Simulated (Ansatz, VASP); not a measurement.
# CdTe: VASP beside Ansatz

Wanted: the spread between two codes on one cell, functional and k mesh.

Calculated with Ansatz 0.2.0; plane waves, with VASP 6.6.1 beside it; single point at r2SCAN, band structure at r2SCAN and band structure at r2SCAN, spin-orbit coupling.

## 1. Set-up

The structure is cubic, space group F-43m (No. 216). The conventional cell has a = 6.480 Å, b = 6.480 Å, c = 6.480 Å, α = 90.00°, β = 90.00°, γ = 90.00°. Nearest to Cd lie 4 Te at 2.81 Å. Nearest to Te lie 4 Cd at 2.81 Å. Farther neighbours and most contacts between anions are not listed.

## 2. VASP: single point, r2SCAN

With cell and atoms fixed, the geometry can't cause a difference; cores, projectors, grids and the points listed under the comparison can.

Lines of VASP's logs that name or quote its potential files are left out, and so is its time.

Contents of INCAR:

```
SYSTEM = CdTe
PREC = Accurate
ENCUT = 400
EDIFF = 1E-06
NELM = 100
ISMEAR = -1
SIGMA = 0.05
LREAL = .FALSE.
ALGO = Normal
METAGGA = R2SCAN
LASPH = .TRUE.
NBANDS = 15
LORBIT = 11
LWAVE = .FALSE.
LCHARG = .TRUE.
ISIF = 2
LELF = .TRUE.
LVHAR = .TRUE.
```

Contents of POSCAR:

```
CdTe
1.0
    0.0000000000      3.2400000000      3.2400000000
    3.2400000000      0.0000000000      3.2400000000
    3.2400000000      3.2400000000      0.0000000000
Cd Te
1 1
Direct
    0.0000000000      0.0000000000      0.0000000000
    0.2500000000      0.2500000000      0.2500000000
```

Contents of KPOINTS:

```
Automatic mesh
0
Gamma
5 5 5
0 0 0
```

The projector-augmented-wave data sets are Cd and Te (PBE family, release 64).

Launch:

```
> mpirun -np 2 vasp_std
```

Numbers of over 12 decimals in the logs are rounded to 6 here.

Output:

```text
[banner, memory and clock lines left out]
running    2 mpi-ranks, on    1 nodes
 distrk:  each k-point on    2 cores,    1 groups
 distr:  one band on    1 cores,    2 groups

 POSCAR found type information on POSCAR CdTe
 POSCAR found :  2 types and       2 ions
|                                                                             |
|               ----> ADVICE to this user running VASP <----                  |
|                                                                             |
|     You enforced a specific xc type in the INCAR file but a different       |
|     [... a line on the potential file left out ...]
|     I HOPE YOU KNOW WHAT YOU ARE DOING!                                     |
|                                                                             |

 LDA part: xc-table for (None), standard interpolation
|                                                                             |
|           W    W    AA    RRRRR   N    N  II  N    N   GGGG   !!!           |
|           W    W   A  A   R    R  NN   N  II  NN   N  G    G  !!!           |
|           W    W  A    A  R    R  N N  N  II  N N  N  G       !!!           |
|           W WW W  AAAAAA  RRRRR   N  N N  II  N  N N  G  GGG   !            |
|           WW  WW  A    A  R   R   N   NN  II  N   NN  G    G                |
|           W    W  A    A  R    R  N    N  II  N    N   GGGG   !!!           |
|                                                                             |
|     The number of bands has been changed from the values supplied in        |
|     The orbitals not found in the WAVECAR file will be initialized with     |
|     random numbers, which is usually adequate. For correlated               |
|     calculations, however, you should redo the groundstate calculation.     |
|     I found NBANDS = 15. Now, NBANDS = 16.                                  |
|                                                                             |

 POSCAR, INCAR and KPOINTS ok, starting setup
 FFT: planning ... GRIDC
 FFT: planning ... GRID_SOFT
 FFT: planning ... GRID
 WAVECAR not read
 entering main loop
       N       E                     dE             d eps       ncg     rms          rms(c)
DAV:   1     0.435756005673E+02    0.43576E+02   -0.74565E+03   320   0.809E+02
DAV:   2    -0.482572380157E+02   -0.91833E+02   -0.87891E+02   384   0.225E+02
DAV:   3    -0.511607872922E+02   -0.29035E+01   -0.29009E+01   376   0.423E+01
DAV:   4    -0.511828637803E+02   -0.22076E-01   -0.22076E-01   488   0.327E+00
DAV:   5    -0.511829033404E+02   -0.39560E-04   -0.39560E-04   384   0.125E-01    0.553E+00
DAV:   6    -0.466319321728E+02    0.45510E+01   -0.28461E+00   320   0.211E+01    0.691E+00
DAV:   7    -0.466031403353E+02    0.28792E-01   -0.11729E-01   384   0.359E+00    0.459E+00
DAV:   8    -0.466120180429E+02   -0.88777E-02   -0.79801E-02   400   0.290E+00    0.934E-01
DAV:   9    -0.466150524983E+02   -0.30345E-02   -0.62278E-03   440   0.596E-01    0.349E-01
DAV:  10    -0.466147911686E+02    0.26133E-03   -0.18585E-03   368   0.458E-01    0.616E-02
DAV:  11    -0.466147870353E+02    0.41333E-05   -0.97005E-05   384   0.126E-01    0.413E-02
DAV:  12    -0.466147973127E+02   -0.10277E-04   -0.46987E-05   368   0.850E-02    0.224E-02
DAV:  13    -0.466147949874E+02    0.23253E-05   -0.11287E-05   368   0.380E-02    0.696E-03
DAV:  14    -0.466147951004E+02   -0.11301E-06   -0.21626E-07   200   0.389E-03
   1 F= -.46614795E+02 E0= -.46614795E+02  d E =-.116650E-06
```

OUTCAR, selected parts (step 2):

```text
ion  position               nearest neighbor table
   1  0.000  0.000  0.000-   2 2.81   2 2.81   2 2.81   2 2.81
   2  0.250  0.250  0.250-   1 2.81   1 2.81   1 2.81   1 2.81

  LATTYP: Found a face centered cubic cell.
 ALAT       =     6.4800000000

 Subroutine GETGRP returns: Found 24 space group operations
 (whereof 24 operations were pure point group operations)

The static configuration has the point symmetry T_d .

 Found     10 irreducible k-points:

   k-points           NKPTS =     10   k-points in BZ     NKDIM =     10   number of bands    NBANDS=     16

   dimension x,y,z NGX =    30 NGY =   30 NGZ =   30
   dimension x,y,z NGXF=    60 NGYF=   60 NGZF=   60

   ENCUT  =  400.0 eV  29.40 Ry    5.42 a.u.   7.47  7.47  7.47*2*pi/ulx,y,z

   NELECT =      18.0000    total number of electrons

 k-points in reciprocal lattice and weights: Automatic mesh
   0.00000000  0.00000000  0.00000000       0.008
   0.20000000  0.00000000  0.00000000       0.064
   0.40000000  0.00000000  0.00000000       0.064
   0.20000000  0.20000000  0.00000000       0.048
   0.40000000  0.20000000  0.00000000       0.192
  -0.40000000  0.20000000  0.00000000       0.192
  -0.20000000  0.20000000  0.00000000       0.096
   0.40000000  0.40000000  0.00000000       0.048
  -0.40000000  0.40000000  0.00000000       0.096
  -0.40000000  0.40000000  0.20000000       0.192

 average (electrostatic) potential at core
       1 -44.6063       2 -96.2971

 E-fermi :   2.7755

 k-point     1 :       0.0000    0.0000    0.0000
  band No.  band energies     occupation
    ...
      5      -6.1698      2.00000
      6      -6.1698      2.00000
      7       2.1127      2.00000
      8       2.1127      2.00000
      9       2.1127      2.00000
     10       3.3828      0.00001
     11       7.1365      0.00000
     12       7.1366      0.00000
     13       7.1366      0.00000
     14      10.0425      0.00000
    ...

 k-point     2 :       0.2000    0.0000    0.0000
  band No.  band energies     occupation
    ...
      5      -6.1706      2.00000
      6      -6.1706      2.00000
      7       0.0034      2.00000
      8       1.8004      2.00000
      9       1.8004      2.00000
     10       4.4962      0.00000
     11       7.4497      0.00000
     12       7.5806      0.00000
     13       7.5806      0.00000
     14      10.9644      0.00000
    ...

 k-point     3 :       0.4000    0.0000    0.0000
  band No.  band energies     occupation
    ...
      5      -6.1629      2.00000
      6      -5.9113      2.00000
      7      -2.0478      2.00000
      8       1.3837      2.00000
      9       1.3837      2.00000
     10       4.3899      0.00000
     11       7.7240      0.00000
     12       7.7240      0.00000
     13       9.3434      0.00000
     14      10.8113      0.00000
    ...

  Total        0.5980972      0.5980972      0.5980972     -0.0000000      0.0000000     -0.0000000
  in kB       14.0869613     14.0869613     14.0869613     -0.0000000      0.0000000     -0.0000000
  external PRESSURE =      14.0869613 kB  Pullay stress =       0.0000000 kB

  energy-cutoff  :      400.00
  volume of cell :       68.02
      direct lattice vectors                 reciprocal lattice vectors
     0.000000000  3.240000000  3.240000000    -0.154320988  0.154320988  0.154320988
     3.240000000  0.000000000  3.240000000     0.154320988 -0.154320988  0.154320988
     3.240000000  3.240000000  0.000000000     0.154320988  0.154320988 -0.154320988

 POSITION                                       TOTAL-FORCE (eV/Angst)
 -----------------------------------------------------------------------------------
      0.00000      0.00000      0.00000         0.000000     -0.000000     -0.000000
      1.62000      1.62000      1.62000        -0.000000      0.000000      0.000000
 -----------------------------------------------------------------------------------
    total drift:                               -0.000006     -0.000006     -0.000006

  FREE ENERGIE OF THE ION-ELECTRON SYSTEM (eV)
  ---------------------------------------------------
  free  energy   TOTEN  =       -46.6147951004 eV

  energy  without entropy=      -46.6147949838  energy(sigma->0) =      -46.61479504

 total charge
# of ion       s       p       d       tot
------------------------------------------
    1        0.449   0.314   9.544  10.308
    2        1.349   2.116   0.021   3.486
--------------------------------------------------
tot          1.798   2.430   9.565  13.794

[... 3 further parts left out ...]
```

The run ends at a pressure of 1.41 GPa.

## 3. Ansatz: single point, r2SCAN

Ansatz runs on its default PAW (the set named soft_2) files.

The same cell, functional, mesh and smearing now go to Ansatz, which takes its cutoff from its data sets.

Contents of input.yaml:

```yaml
crystal:
  lattice:
    - [0.0, 3.24, 3.24]
    - [3.24, 0.0, 3.24]
    - [3.24, 3.24, 0.0]
  atoms:
    - { symbol: Cd, position: [0.0, 0.0, 0.0] }
    - { symbol: Te, position: [0.25, 0.25, 0.25] }
hamiltonian:
  xc: r2scan
  pseudopotentials: { kind: paw }
kpoints:
  mp_grid: { grid: [5, 5, 5] }
scf:
  occupations: { method: fermi_dirac, width: 0.05 }
  n_extra_bands: 4
output:
  forces: true
  stress: true
  eigenvalues: true
```

Launch:

```
> ansatz run input.yaml --threads 2 --pin off --max-ram 4608MiB --backend cpu --events-out ev --progress --plain --runs-dir out
```

Output:

```text
scf.n_extra_bands = 4 over 18 filled bands (N_el = 36.0): the run solves 22 bands
Engine: ansatz 0.2.0, aarch64-unknown-linux-gnu
Pseudopotentials: kind: paw
Pseudopotential: Cd, paw, valence charge 20, recommended cutoff 500 eV (meta_gga), Cd.paw.azcp
Pseudopotential: Te, paw, valence charge 16, recommended cutoff 500 eV (meta_gga), Te.paw.azcp
Functional definition: r2SCAN
  parameter k0 = 0.174
  parameter k1 = 0.065
  parameter a1 = 4.9479
  exchange = r2scan_x(k0 = k0, k1 = k1, a1 = a1)
  correlation = r2scan_c
Crystal: 2 atoms, lattice volume = 68.024 Å³
Basis set: ecut = 500 eV, 1759 PW (Γ), exchange–correlation on 144×144×144 points (64 copies of the dense FFT grid, shifted against one another)
Bands: 22, of which v1, the nominal top of the filled ones, is band 18 counted from 1 (17 counted from 0)
Symmetry: 24 space group operations
Space group: F-43m (ITA 216), of the structure as read, at distance tolerance 4.1e-5 Å
k-points: 10 of 125 (time reversal used)
Non-local potential: Cd, projectors of the file, l = 0: 3, l = 1: 2, l = 2: 2, l = 3: 1
Non-local potential: Te, projectors of the file, l = 0: 2, l = 1: 2, l = 2: 2, l = 3: 2
PAW form: soft (Blöchl's): semilocal exchange-correlation on the pseudo side does not see the compensation charge
PAW frozen core: Cd, regenerated for the run's functional (the file was generated under x = pbe(κ = 0.804, μ = 0.219515), c = pbe(β = 0.066725))
PAW frozen core: Te, regenerated for the run's functional (the file was generated under x = pbe(κ = 0.804, μ = 0.219515), c = pbe(β = 0.066725))
PAW one-centre angular grid: Cd, 590 points (default); XC on 160 Gauss nodes
PAW one-centre angular grid: Te, 590 points (default); XC on 160 Gauss nodes
Initial density: superposition of atomic densities (neutral atoms: chi_scale 0, normalization atom), corrected by the library's trained network
Initial wavefunctions: pseudopotential atomic-orbital guess
Functional: x = r2scan, c = r2scan; τ floored in thin density (d = 2e-4 eV/Å³)
SCF iter   1: F=—  HF=-15264.106569 eV  |F-HF|=—  |Δ(HF+E_count)|=         —  Δρ=4.50e-3  dr2=8.06e-3  dr2_τ=1.09e-2  ethr=1.77e-3  ⟨swp⟩=6.1  Hψ=1058  notcnv=0
preconditioner: auto → none  [insulator: Δε(μ)=1.232 eV  Ē_g=12.084 eV  σ=0.050 eV  W_gap=1.00  n_scr=14 (ndim 8)  ℏωp=19.1 eV  f_vac=0.191  D(μ)=0.00/eV (n_scr^D=0)  ε∞_Penn≈3.5]
SCF iter   2: F=—  HF=-15264.113488 eV  |F-HF|=—  |Δ(HF+E_count)|=   6.92e-3  Δρ=2.30e-3  dr2=1.51e-3  dr2_τ=3.44e-4  ethr=2.24e-5  ⟨swp⟩=3.0  Hψ=520  notcnv=0
SCF iter   3: F=—  HF=-15264.114132 eV  |F-HF|=—  |Δ(HF+E_count)|=   6.44e-4  Δρ=1.04e-3  dr2=3.63e-4  dr2_τ=4.23e-5  ethr=4.20e-6  ⟨swp⟩=2.0  Hψ=300  notcnv=0
SCF iter   4: F=—  HF=-15264.114306 eV  |F-HF|=—  |Δ(HF+E_count)|=   1.74e-4  Δρ=8.14e-5  dr2=4.02e-6  dr2_τ=2.31e-7  ethr=1.01e-6  ⟨swp⟩=2.0  Hψ=400  notcnv=0
SCF iter   5: F=—  HF=-15264.114303 eV  |F-HF|=—  |Δ(HF+E_count)|=   2.40e-6  Δρ=2.66e-5  dr2=2.01e-7  dr2_τ=1.91e-8  ethr=1.12e-8  ⟨swp⟩=2.3  Hψ=378  notcnv=0
SCF iter   6: F=-15264.114303 eV  HF=-15264.114303 eV  |F-HF|=9.01e-9  |Δ(HF+E_count)|=   1.80e-7  Δρ=6.10e-6  dr2=9.35e-9  dr2_τ=1.03e-9  ethr=2.78e-10  ⟨swp⟩=6.8  Hψ=980  notcnv=0
SCF 1 converged in 6 iterations: F = -15264.114303 eV  dr2 = 9.35e-9
  greatest PAW one-centre occupation: 1.001 electrons in one spin orbital (limit 2), on the Cd atom at site 0 (counted from 0), in its partial waves of l = 1
SCF converged after 6 iterations
Free energy (F): -15264.114303 eV
Harris-Foulkes:  -15264.114303 eV  (|F-HF|=9.01e-9)
Internal energy: -15264.114303 eV  (E = F + TS)
E sigma→0 (E₀):  -15264.114303 eV
Entropy (-TS):   -0.000000 eV (-0.000 meV/atom)
Fermi energy:    7.889573 eV
--- Per-component energies (eV) ---
  E_band       = -826.894544
  E_kinetic    = 686.045243
  E_local      = -5420.884595  (includes V_loc(G=0)·N_el)
  E_nonlocal   = -275.683384
  E_hartree    = 2735.303965
  E_xc         = -283.672468
  E_vxc        = -357.904952  (∫ρ·V_xc dr)
  E_paw        = -8792.918829  (= ΣΔE_a)
  E_vpaw       = -953.304770  (= ΣTr[D̂ρ^β])
  E_aug_tail   = -0.000032  (compensation charges beyond the density's cutoff)
  E_vtau       = 24.231356  (kinetic-family band-sum trace: ∫τ·v_τ [+ j·A + Jᵃ·Aᵃ] dr)
  E_ewald      = -3912.024287
  E_core_change = -0.279915  (= ΣΔE_core)
  E_smearing   = -0.000000  (= −TS)
  E_closure    = 0.000000  (closes the sum)
  Σ components = -15264.114303   (vs F -15264.114303, Δ=0.00e0)
--- Forces (eV/Å), atoms counted from 1 ---
  atom   1  Cd     0.00000000    -0.00000000     0.00000000
  atom   2  Te    -0.00000000     0.00000000    -0.00000000
  max |Σ_I F_I| component: 1.39e-16 eV/Å
--- Stress (GPa, compression-positive) ---
        1.624152      -0.000000      -0.000000
       -0.000000       1.624152       0.000000
       -0.000000       0.000000       1.624152
  P = ⅓ Tr σ = 1.6242 GPa (16.242 kbar)
--- Band table (eV; the first three rows and the last of 10) ---
  k-point 0: bands = [... 14 lower, -1.0982, 7.2230, 7.2230, 7.2230, 8.5007, 12.2725, 12.2725, 12.2725]
  k-point 1: bands = [... 14 lower, -1.0991, 5.1231, 6.9127, 6.9127, 9.6139, 12.5635, 12.7156, 12.7156]
  k-point 2: bands = [... 14 lower, -0.8337, 3.0780, 6.4982, 6.4982, 9.5117, 12.8606, 12.8606, 14.4371]
  k-point 9: bands = [... 14 lower, -0.5770, 3.1171, 4.8205, 5.4644, 11.5120, 11.9215, 13.0234, 15.3553]
```

The job ended after 4.4 s (2 threads of Arm Neoverse N1, shared host; peak memory 0.49 GiB).

The run ends at a pressure of 1.62 GPa.

## 4. Comparison

Known differences besides the potentials themselves: VASP keeps PBE cores, Ansatz makes them for the functional; the data sets hold 36 valence electrons in Ansatz (default PAW (the set named soft_2) files) and 18 in VASP; the cutoff is 500 eV in Ansatz and 400 eV in VASP. Total energies have different zeros and are not compared.

The two programs side by side:

```
              quantity  Ansatz   VASP  difference
        pressure (GPa)    1.62   1.41       +0.22
gap on the k mesh (eV)   1.278  1.270      +0.008
```

A gap on the mesh is an upper bound, since the band edges may lie between its points.

## 5. VASP: band structure, r2SCAN

Levels along a path test the potential and the projectors away from the mesh points.

INCAR, as its differences from that of step 2:

```diff
@@ -11,8 +11,6 @@
 LASPH = .TRUE.
-NBANDS = 15
+NBANDS = 21
 LORBIT = 11
 LWAVE = .FALSE.
-LCHARG = .TRUE.
-ISIF = 2
-LELF = .TRUE.
-LVHAR = .TRUE.
+LCHARG = .FALSE.
+KPAR = 2
```

POSCAR is that of step 2.

Contents of KPOINTS:

```
Automatic mesh
0
Gamma
6 6 6
0 0 0
```

Contents of KPOINTS_OPT:

```
Line mode
16
Line-mode
Reciprocal
  0.00000000   0.00000000   0.00000000 GAMMA
  0.50000000   0.00000000   0.50000000 X

  0.50000000   0.00000000   0.50000000 X
  0.50000000   0.25000000   0.75000000 W

  0.50000000   0.25000000   0.75000000 W
  0.37500000   0.37500000   0.75000000 K

  0.37500000   0.37500000   0.75000000 K
  0.00000000   0.00000000   0.00000000 GAMMA

  0.00000000   0.00000000   0.00000000 GAMMA
  0.50000000   0.50000000   0.50000000 L

  0.50000000   0.50000000   0.50000000 L
  0.62500000   0.25000000   0.62500000 U

  0.62500000   0.25000000   0.62500000 U
  0.50000000   0.25000000   0.75000000 W

  0.50000000   0.25000000   0.75000000 W
  0.50000000   0.50000000   0.50000000 L

  0.50000000   0.50000000   0.50000000 L
  0.37500000   0.37500000   0.75000000 K

  0.62500000   0.25000000   0.62500000 U
  0.50000000   0.00000000   0.50000000 X
```

Launch:

```
> mpirun -np 2 vasp_std
```

Output:

```text
[banner, memory and clock lines left out]
running    2 mpi-ranks, on    1 nodes
[...]
[... a notice as in an earlier step ...]

 LDA part: xc-table for (None), standard interpolation
 POSCAR, INCAR and KPOINTS ok, starting setup
[...]
entering main loop
       N       E                     dE             d eps       ncg     rms          rms(c)
DAV:   1     0.476941072996E+02    0.47694E+02   -0.70947E+03   704   0.618E+02
DAV:   2    -0.476600783854E+02   -0.95354E+02   -0.89688E+02   770   0.183E+02
DAV:   3    -0.511671240440E+02   -0.35070E+01   -0.34923E+01   792   0.362E+01
DAV:   4    -0.511936317680E+02   -0.26508E-01   -0.26505E-01   823   0.295E+00
[...]
DAV:  12    -0.466255071838E+02   -0.40898E-05   -0.23540E-05   775   0.472E-02    0.267E-02
DAV:  13    -0.466255087621E+02   -0.15782E-05   -0.81603E-06   697   0.156E-02    0.846E-03
DAV:  14    -0.466255086402E+02    0.12189E-06   -0.33000E-07   476   0.355E-03
   1 F= -.46625509E+02 E0= -.46625509E+02  d E =-.681088E-07
 Start KPOINTS_OPT (optional k-point list driver)
k-point batch [1-16\160]
       N       E                     dE             ncg
DAV:   1     0.356429482727E+03   -0.36516E+04      696
DAV:   2    -0.117562099247E+04   -0.15321E+04      757
DAV:   3    -0.123362822889E+04   -0.58007E+02      815
DAV:   4    -0.123405114356E+04   -0.42291E+00      851
DAV:   5    -0.123405546636E+04   -0.43228E-02      834
DAV:   6    -0.123405557451E+04   -0.10815E-03      785
DAV:   7    -0.123405557790E+04   -0.33918E-05      749
DAV:   8    -0.123405557801E+04   -0.10500E-06      578
[...]
k-point batch [145-160\160]
       N       E                     dE             ncg
DAV:   1     0.177884704582E+03   -0.80538E+04      704
DAV:   2    -0.127659259278E+04   -0.14545E+04      797
DAV:   3    -0.132826180883E+04   -0.51669E+02      843
DAV:   4    -0.132867498211E+04   -0.41317E+00      902
DAV:   5    -0.132867716524E+04   -0.21831E-02      811
DAV:   6    -0.132867721711E+04   -0.51864E-04      845
DAV:   7    -0.132867721869E+04   -0.15779E-05      707
DAV:   8    -0.132867721874E+04   -0.56479E-07      600
```

From OUTCAR (step 5):

```text
  Total        0.5845317      0.5845317      0.5845317      0.0000000      0.0000000      0.0000000
  in kB       13.7674544     13.7674544     13.7674544      0.0000000      0.0000000      0.0000000
  external PRESSURE =      13.7674544 kB  Pullay stress =       0.0000000 kB

 POSITION                                       TOTAL-FORCE (eV/Angst)
 -----------------------------------------------------------------------------------
      0.00000      0.00000      0.00000        -0.000000     -0.000000     -0.000000
      1.62000      1.62000      1.62000         0.000000      0.000000      0.000000
 -----------------------------------------------------------------------------------
    total drift:                               -0.000006     -0.000006     -0.000006

  FREE ENERGIE OF THE ION-ELECTRON SYSTEM (eV)
  ---------------------------------------------------
  free  energy   TOTEN  =       -46.6255086402 eV

  energy  without entropy=      -46.6255085721  energy(sigma->0) =      -46.62550861

[... 1 part as in an earlier step ...]

[... 2 further parts left out ...]
[key lines of the parts left out:]
E-fermi :   2.7726
```

Spin-orbit coupling is off here; with elements this heavy it splits and shifts levels by tenths of an eV or more.

(Continued in part 2 of 2.)

[Lines on the potential files, build, host, timing and source positions are cut from VASP's logs without a mark.]

[Logs are printed without paths, hosts, clocks, repeated set-up lines and the standing remarks that a program may print on its own settings, such as how far it seeks lower states.]

[Hosts, paths, dates, database ids (printed as entryN), source tags and the programs' standing remarks are cut or masked in the printed files.]
